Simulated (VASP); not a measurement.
Write the native input for VASP 6.6.1 that does the following.

```yaml
Task: relaxation of cell and atoms
Functional: LDA
Potentials_or_basis: VASP PAW LDA potentials, release 64 (Na_pv, I)
Cutoff: 600 eV
k_mesh: 8 × 8 × 8
Occupations: gaussian, width 0.03 eV
Spin: no spin polarisation
Further_INCAR_settings: ALGO = Normal; EDIFF = 1e-07; IBRION = 2; EDIFFG = -0.005; NSW = 90; ISIF = 3
```

The structure of NaI lies in POSCAR:

```
NaI                                     
1.0
    0.0000000000      3.1306641862      3.1306641862
    3.1306641862      0.0000000000      3.1306641862
    3.1306641862      3.1306641862      0.0000000000
  Na              I             
     1     1
Direct
     0.0000000000000000    0.0000000000000000    1.0000000000000000
     0.5000000000000000    0.5000000000000000    0.5000000000000000
```

The input as run:

INCAR

```
PREC = Accurate
ENCUT = 600
EDIFF = 1E-7
ISMEAR = 0
SIGMA = 0.03
LREAL = False
LASPH = True
NELM = 80
ALGO = Normal
ISIF = 3
LWAVE = False
LCHARG = False
IBRION = 2
NSW = 90
EDIFFG = -0.005
```

KPOINTS

```
Automatic mesh
0
Gamma
  8 8 8
```

Potentials or basis: VASP PAW LDA potentials, release 64 (Na_pv, I).

Run with:

```sh
$ cat potpaw_LDA.64/Na_pv/POTCAR potpaw_LDA.64/I/POTCAR > POTCAR
$ mpirun -np 1 vasp_std > vasp.out
```

It gave:

```json
{
  "Pressure after relaxing": "0.0 GPa",
  "Band gap on the k mesh": "3.63 eV, direct"
}
```

Caveat: the relaxation stopped at its first step, so nothing moved; spin-orbit coupling is left out, which moves the levels of the heavy elements.

It took 17 s on 1 thread of AMD EPYC 7R13 Processor (Zen 3) (shared host), peak memory 0.15 GiB.
